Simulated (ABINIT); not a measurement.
Wanted: the native input for an ABINIT 10.8.3 (patched build) run.

```
Task                : equation of state
Functional          : PBE
Potentials or basis : JTH PAW PBE v2.0
Cutoff              : 544 eV
k mesh              : 9 × 9 × 5
Occupations         : fermi-dirac, width 0.05 eV
Spin                : no spin polarisation
Fine-grid cutoff    : 1088.46 eV
```

The system is PtS2.

```
CELL_PARAMETERS angstrom
3.54320 0.00000 0.00000
-1.77160 3.06850 0.00000
0.00000 0.00000 5.03880
ATOMIC_POSITIONS crystal
Pt 0.00000 0.00000 0.00000
S 0.66667 0.33333 0.77300
S 0.33333 0.66667 0.22700
```

One way to write it, as run:

run.abi

```
# Datasets: one volume each
ndtset 7
getwfk -1
scalecart1 3*0.9795861087
scalecart2 3*0.9864848297
scalecart3 3*0.9932883884
scalecart4 3*1.0000000000
scalecart5 3*1.0066227096
scalecart6 3*1.0131594038
scalecart7 3*1.0196128224

# Pseudopotentials
pp_dirpath "./"
pseudos "Pt.GGA_PBE-JTH.xml, S.GGA_PBE-JTH.xml"

# Structure
acell 6.6956776048 6.6956776048 9.5219519968
rprim
     1.0000000000     0.0000000000     0.0000000000
    -0.5000000000     0.8660254038     0.0000000000
     0.0000000000     0.0000000000     1.0000000000
ntypat 2
znucl 78 16
natom 3
typat 1 2 2
xred
     0.0000000000     0.0000000000     0.0000000000
     0.6666666667     0.3333333333     0.7730000000
     0.3333333333     0.6666666667     0.2270000000

# Plane-wave basis
ecut 544.227725 eV
pawecutdg 40.0
pawxcdev 0

# k points
kptopt 1
ngkpt 9 9 5
nshiftk 1
shiftk 0.0 0.0 0.0

# Exchange and correlation
ixc 11

# Bands and occupations
nband 15
occopt 3
tsmear 0.05 eV

# SCF cycle
nstep 100
tolvrs 1.0e-9

# Output
iomode 3
prtwf 1
prtden 0
prteig 0
prtebands 0
enunit 1
```

Potentials or basis: JTH PAW PBE v2.0.

The run is started by

```sh
$ abinit run.abi > log 2>&1
```

It gave:

| Item | Value |
| --- | --- |
| Equilibrium volume | 19.83 Å³/atom (rough: see the caveat) |
| Bulk modulus at fixed shape and positions | 125 GPa (rough) |

Caveat: pressures at fixed basis lie under the slope of the energies; the minimum lies outside the volumes run; the cell was scaled at fixed shape and fractional positions, which overstates the stiffness of a crystal with free parameters, most of all of layers and chains; the atomic spheres overlap.

It took 7.1 min on 1 thread of Arm Neoverse V1, on a shared host, peak memory 0.17 GiB.
